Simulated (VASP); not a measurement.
# Si (Fd-3m) in VASP: a series of runs

Runs on Si. Level: PBE. Tasks: single point.

All numbers are computed with VASP 6.6.1; they aren't measurements. Logs are shortened: lines on timing, memory, paths and dates and some standing lists are left out, and cuts for length are marked.

## (1) The undisturbed crystal

The structure is cubic, space group Fd-3m (No. 227). The conventional cell has a = 5.444 Å, b = 5.444 Å, c = 5.444 Å, α = 90.00°, β = 90.00°, γ = 90.00°. Si (site symmetry -43m) has 4 Si at 2.36 Å as nearest neighbours.

## (2) Single point, PBE (grid = ENCUT=350 dk=0.45 cell=3x3x2 ISMEAR=0 SIGMA=0.2 LREAL=Auto EDIFF=1e-06)

Contents of INCAR:

```
SYSTEM = Si35W
  PREC = Accurate
  ENCUT = 350
  EDIFF = 1E-6
  ISMEAR = 0
  SIGMA = 0.2
  LREAL = Auto
  LASPH = .True.
  NELM = 120
  ALGO = Fast
  ISIF = 2
  LWAVE = .False.
  LCHARG = .False.
  GGA = PE
  NBANDS = 89
```

Contents of KPOINTS:

```
regular mesh
0
Gamma
  2 2 3
  0 0 0
```

Contents of POSCAR:

```
Si35W
1.0
    0.0000000000      8.1655535595      8.1655535595
    8.1655535595      0.0000000000      8.1655535595
    5.4437023730      5.4437023730      0.0000000000
W Si
1 35
Direct
    0.1666666667      0.1666666667      0.2500000000
    0.1666666667      0.1666666667      0.7500000000
    0.1666666667      0.5000000000      0.2500000000
    0.1666666667      0.5000000000      0.7500000000
    0.1666666667      0.8333333333      0.2500000000
    0.1666666667      0.8333333333      0.7500000000
    0.5000000000      0.1666666667      0.2500000000
    0.5000000000      0.1666666667      0.7500000000
    0.5000000000      0.5000000000      0.2500000000
    0.5000000000      0.5000000000      0.7500000000
    0.5000000000      0.8333333333      0.2500000000
    0.5000000000      0.8333333333      0.7500000000
    0.8333333333      0.1666666667      0.2500000000
    0.8333333333      0.1666666667      0.7500000000
    0.8333333333      0.5000000000      0.2500000000
    0.8333333333      0.5000000000      0.7500000000
    0.8333333333      0.8333333333      0.2500000000
    0.8333333333      0.8333333333      0.7500000000
    0.2500000000      0.2500000000      0.3750000000
    0.2500000000      0.2500000000      0.8750000000
    0.2500000000      0.5833333333      0.3750000000
    0.2500000000      0.5833333333      0.8750000000
    0.2500000000      0.9166666667      0.3750000000
    0.2500000000      0.9166666667      0.8750000000
    0.5833333333      0.2500000000      0.3750000000
    0.5833333333      0.2500000000      0.8750000000
    0.5833333333      0.5833333333      0.3750000000
    0.5833333333      0.5833333333      0.8750000000
    0.5833333333      0.9166666667      0.3750000000
    0.5833333333      0.9166666667      0.8750000000
    0.9166666667      0.2500000000      0.3750000000
    0.9166666667      0.2500000000      0.8750000000
    0.9166666667      0.5833333333      0.3750000000
    0.9166666667      0.5833333333      0.8750000000
    0.9166666667      0.9166666667      0.3750000000
    0.9166666667      0.9166666667      0.8750000000
```

Potentials or basis: VASP PAW PBE potentials, release 64 (W_sv, Si).

Run with:

```bash
$ cat potpaw_PBE.64/W_sv/POTCAR potpaw_PBE.64/Si/POTCAR > POTCAR
$ mpirun -np 1 vasp_std > vasp.out
```

OUTCAR:

```text
SYSTEM = Si35W
   PREC = Accurate
   ENCUT = 350
   EDIFF = 1E-6
   ISMEAR = 0
   LREAL = Auto
   LASPH = .True.
   NELM = 120
   ISIF = 2
   GGA = PE

 Found      6 irreducible k-points:

 Following reciprocal coordinates:
            Coordinates               Weight
  0.000000  0.000000  0.000000      1.000000
  0.500000  0.000000  0.000000      2.000000
  0.500000  0.500000  0.000000      1.000000
  0.000000  0.000000  0.333333      2.000000
  0.500000  0.000000  0.333333      4.000000
  0.500000  0.500000  0.333333      2.000000
   k-points           NKPTS =      6   k-points in BZ     NKDIM =      6   number of bands    NBANDS=     89
   number of dos      NEDOS =    301   number of ions     NIONS =     36
   total plane-waves  NPLWV = 235200
   dimension x,y,z NGX =    70 NGY =   70 NGZ =   48
   dimension x,y,z NGXF=   140 NGYF=  140 NGZF=   96
   ions per type =               1  35
   NGX,Y,Z   is equivalent  to a cutoff of  10.08, 10.08, 10.37 a.u.
   NGXF,Y,Z  is equivalent  to a cutoff of  20.15, 20.15, 20.73 a.u.
 SYSTEM =  Si35W
   PREC   = accura    normal or accurate (medium, high low for compatibility)
   ISTART =      0    job   : 0-new  1-cont  2-samecut
   ICHARG =      2    charge: 1-file 2-atom 10-const
   ISPIN  =      1    spin polarized calculation?
   LNONCOLLINEAR =      F non collinear calculations
   LSORBIT =      F    spin-orbit coupling
   LASPH  =      T    aspherical Exc in radial PAW
   ENCUT  =  350.0 eV  25.72 Ry    5.07 a.u.  17.62 17.62 11.74*2*pi/ulx,y,z
   NELM   =    120;   NELMIN=  2; NELMDL= -5     # of ELM steps
   EDIFF  = 0.1E-05   stopping-criterion for ELM
   LREAL  =      T    real-space projection
   EDIFFG = 0.1E-04   stopping-criterion for IOM
   NSW    =      0    number of steps for IOM
   IBRION =     -1    ionic relax: 0-MD 1-quasi-New 2-CG
   NFREE  =      0    steps in history (QN), initial steepest desc. (CG)
   ISIF   =      2    stress and relaxation
   ISYM   =      2    0-nonsym 1-usesym 2-fastsym
   POTIM  = 0.5000    time-step for ionic-motion
   TEBEG  =    0.0;   TEEND  =   0.0 temperature during run
   PSTRESS=    0.0 pullay stress
   NELECT =     154.0000    total number of electrons
   NUPDOWN=      -1.0000    fix difference up-down
   EMIN   =  10.00;   EMAX   =-10.00  energy-range for DOS
   EFERMI =   0.00;   METHOD = LEGACY
   ISMEAR =     0;   SIGMA  =   0.20  broadening in eV -4-tet -1-fermi 0-gaus
   EFERMI_NEDOS =   21; number of points for ismear=-14 and -15
   IALGO  =     68    algorithm
   IMIX   =      4    mixing-type and parameters
     AMIX     =   0.40;   BMIX     =  1.00
     AMIX_MAG =   1.60;   BMIX_MAG =  1.00
  volume/ion in A,a.u.               =      20.16       136.08
  Fermi-wavevector in a.u.,A,eV,Ry     =   0.976375  1.845081 12.970537  0.953308
  Thomas-Fermi vector in A             =   2.106988
   LORBIT       =      0    0 simple, 1 ext, 2 COOP (PROOUT), +10 PAW based schemes
   GGA     = PE    functional components
   LHFCALC =     F    Hartree Fock is set to
   AEXX    =    0.0000 exact exchange contribution
   IVDW    =     0    specifies the selected vdW correction
   LEPSILON=     F    determine dielectric tensor
   LRPA    =     F    only Hartree local field effects (RPA)
 non-spin polarized calculation
 RMM-DIIS sequential band-by-band and
 Gauss-broadening in eV      SIGMA  =   0.20
  energy-cutoff  :      350.00
  volume of cell :      725.93
 maximum number of plane-waves:     10855
   NGX = 35   NGY = 35   NGZ = 23

 number of electron     153.9999995 magnetization

 Free energy of the ion-electron system (eV)
  ---------------------------------------------------
  ext. energy  EPLUGINS =         0.00000000
  ---------------------------------------------------
  free energy    TOTEN  =      -198.54739759 eV

  energy without entropy =     -198.40703080  energy(sigma->0) =     -198.47721419

 E-fermi :   5.7572     XC(G=0):  -9.4590

 val. band max:        5.7426810347   @ k =   0.0000   0.0000   0.0000
 cond. band min:       5.7591033782   @ k =   0.5000   0.5000   0.3333
 fundamental gap:      0.0164223435
 Fermi energy:         5.7572122438

 k-point     1 :       0.0000    0.0000    0.0000
  band No.  band energies     occupation
      1     -67.3784      2.00000
      2     -31.7335      2.00000
      3     -31.6913      2.00000
      4     -31.6909      2.00000
      5      -6.0704      2.00000
      6      -4.7694      2.00000
[... 81 lines left out ...]
     88       7.4746      0.00000
     89       7.5495      0.00000

 k-point     2 :       0.5000    0.0000    0.0000
  band No.  band energies     occupation
      1     -67.3784      2.00000
      2     -31.7335      2.00000
      3     -31.6913      2.00000
      4     -31.6909      2.00000
      5      -5.7627      2.00000
      6      -5.6600      2.00000
[... 81 lines left out ...]
     88       7.8563      0.00000
     89       7.8951      0.00000

 k-point     3 :       0.5000    0.5000    0.0000
  band No.  band energies     occupation
      1     -67.3784      2.00000
      2     -31.7335      2.00000
      3     -31.6913      2.00000
      4     -31.6909      2.00000
      5      -5.6377      2.00000
      6      -5.5545      2.00000
[... 81 lines left out ...]
     88       7.7208      0.00000
     89       7.8280      0.00000

 k-point     4 :       0.0000    0.0000    0.3333
  band No.  band energies     occupation
      1     -67.3784      2.00000
      2     -31.7335      2.00000
      3     -31.6913      2.00000
      4     -31.6909      2.00000
      5      -5.7155      2.00000
      6      -4.8370      2.00000
[... 81 lines left out ...]
     88       7.6797      0.00000
     89       7.8209      0.00000

 k-point     5 :       0.5000    0.0000    0.3333
  band No.  band energies     occupation
      1     -67.3784      2.00000
      2     -31.7335      2.00000
      3     -31.6913      2.00000
      4     -31.6909      2.00000
      5      -5.5981      2.00000
      6      -5.1778      2.00000
[... 81 lines left out ...]
     88       8.0949      0.00000
     89       8.5668      0.00000

 k-point     6 :       0.5000    0.5000    0.3333
  band No.  band energies     occupation
      1     -67.3784      2.00000
      2     -31.7335      2.00000
      3     -31.6913      2.00000
      4     -31.6909      2.00000
      5      -5.7163      2.00000
      6      -5.1363      2.00000
[... 81 lines left out ...]
     88       8.3628      0.00000
     89       8.5068      0.00000

------------------------ aborting loop because EDIFF is reached ----------------------------------------

  FORCE on cell =-STRESS in cart. coord.  units (eV):
  Direction    XX          YY          ZZ          XY          YZ          ZX
  --------------------------------------------------------------------------------------
  -------------------------------------------------------------------------------------
  Total        9.3688387      9.3688387      9.7225264     -0.0215284     -0.0755997     -0.0755998
  in kB       20.6776276     20.6776276     21.4582391     -0.0475146     -0.1668534     -0.1668536
  external PRESSURE =      20.9378315 kB  Pullay stress =       0.0000000 kB

 VOLUME and BASIS-vectors are now :
 -----------------------------------------------------------------------------
  energy-cutoff  :      350.00
  volume of cell :      725.93
      direct lattice vectors                 reciprocal lattice vectors
     0.000000000  8.165553559  8.165553559    -0.061232836  0.061232836  0.061232836
     8.165553559  0.000000000  8.165553559     0.061232836 -0.061232836  0.061232836
     5.443702373  5.443702373  0.000000000     0.091849254  0.091849254 -0.091849254

 POSITION                                       TOTAL-FORCE (eV/Angst)
 -----------------------------------------------------------------------------------
      2.72185      2.72185      2.72185        -0.130860     -0.130860      0.001163
      5.44370      5.44370      2.72185         0.002179      0.002179     -0.276636
      5.44370      2.72185      5.44370         0.088833     -0.115692      0.074442
      8.16555      5.44370      5.44370         0.109443     -0.080586      0.060077
      8.16555      2.72185      8.16555        -0.069017     -0.155721     -0.057251
     10.88740      5.44370      8.16555         0.114125      0.078514     -0.086383
[... 28 lines left out ...]
      9.52648      9.52648     14.97018         0.011262      0.011262      0.003037
     12.24833     12.24833     14.97018        -0.016169     -0.016169     -0.000729
 -----------------------------------------------------------------------------------
    total drift:                                0.000432      0.000432     -0.003504

  FREE ENERGIE OF THE ION-ELECTRON SYSTEM (eV)
  ---------------------------------------------------
  free  energy   TOTEN  =      -198.5473975857 eV

  energy  without entropy=     -198.4070307962  energy(sigma->0) =     -198.47721419
```

OSZICAR:

```text
N       E                     dE             d eps       ncg     rms          rms(c)
DAV:   1     0.416321172385E+03    0.41632E+03   -0.50845E+04  1156   0.106E+03
DAV:   2    -0.155203175121E+03   -0.57152E+03   -0.55368E+03  1266   0.192E+02
DAV:   3    -0.200852863218E+03   -0.45650E+02   -0.44815E+02  1288   0.477E+01
DAV:   4    -0.202323374288E+03   -0.14705E+01   -0.14560E+01  1272   0.988E+00
DAV:   5    -0.202364425511E+03   -0.41051E-01   -0.40912E-01  1288   0.165E+00    0.263E+01
RMM:   6    -0.199791063557E+03    0.25734E+01   -0.73746E+00  1229   0.574E+00    0.137E+01
RMM:   7    -0.199159738022E+03    0.63133E+00   -0.41811E+00  1284   0.418E+00    0.770E+00
RMM:   8    -0.198509273157E+03    0.65046E+00   -0.21180E+00  1203   0.354E+00    0.126E+00
RMM:   9    -0.198568957683E+03   -0.59685E-01   -0.59964E-01  1333   0.149E+00    0.954E-01
RMM:  10    -0.198544625211E+03    0.24332E-01   -0.82189E-02  1210   0.720E-01    0.351E-01
RMM:  11    -0.198547191136E+03   -0.25659E-02   -0.24057E-02  1290   0.372E-01    0.264E-01
RMM:  12    -0.198547283335E+03   -0.92200E-04   -0.77784E-03  1324   0.227E-01    0.112E-01
RMM:  13    -0.198547412710E+03   -0.12937E-03   -0.16554E-03  1272   0.117E-01    0.410E-02
RMM:  14    -0.198547384986E+03    0.27723E-04   -0.57641E-04  1326   0.629E-02    0.358E-02
RMM:  15    -0.198547398744E+03   -0.13758E-04   -0.14002E-04  1497   0.273E-02    0.421E-02
RMM:  16    -0.198547400204E+03   -0.14603E-05   -0.26895E-05  1205   0.117E-02    0.618E-02
RMM:  17    -0.198547398213E+03    0.19911E-05   -0.16853E-05  1144   0.874E-03    0.981E-03
RMM:  18    -0.198547397586E+03    0.62762E-06   -0.64802E-06  1027   0.483E-03
   1 F= -.19854740E+03 E0= -.19847721E+03  d E =-.140367E+00
```

stdout:

```text
POSCAR found type information on POSCAR W Si
 POSCAR found :  2 types and      36 ions
 scaLAPACK will be used
 LDA part: xc-table for (Slater+PW92), standard interpolation
 -----------------------------------------------------------------------------
|                                                                             |
|           W    W    AA    RRRRR   N    N  II  N    N   GGGG   !!!           |
|           W    W   A  A   R    R  NN   N  II  NN   N  G    G  !!!           |
|           W    W  A    A  R    R  N N  N  II  N N  N  G       !!!           |
|           W WW W  AAAAAA  RRRRR   N  N N  II  N  N N  G  GGG   !            |
|           WW  WW  A    A  R   R   N   NN  II  N   NN  G    G                |
|           W    W  A    A  R    R  N    N  II  N    N   GGGG   !!!           |
|                                                                             |
|     Your reciprocal lattice and k-lattice belong to different lattice       |
|     classes:                                                                |
|                                                                             |
|        The reciprocal lattice is base-centered monoclinic,                  |
|        whereas your k-lattice is body-centered cubic.                       |
|                                                                             |
|     Results are often still useful ...                                      |
|                                                                             |
 -----------------------------------------------------------------------------

 POSCAR, INCAR and KPOINTS ok, starting setup
 FFT: planning ... GRIDC
 FFT: planning ... GRID_SOFT
 FFT: planning ... GRID
 WAVECAR not read
 entering main loop
```

It took 4.1 min on 1 thread of Intel Xeon 6975P-C (Granite Rapids), shared host; peak memory 0.55 GiB.

The run converged, but some of its settings lie outside the range that counts as converged, so its numbers aren't taken as properties of the crystal.

What came out:

```
Free energy            : -198.5474 eV
Pressure               : 2.1 GPa
Largest force          : 0.908 eV/Å
Band gap on the k mesh : none (metal or under the smearing width)
```

(Part 1 of 3 ends here.)
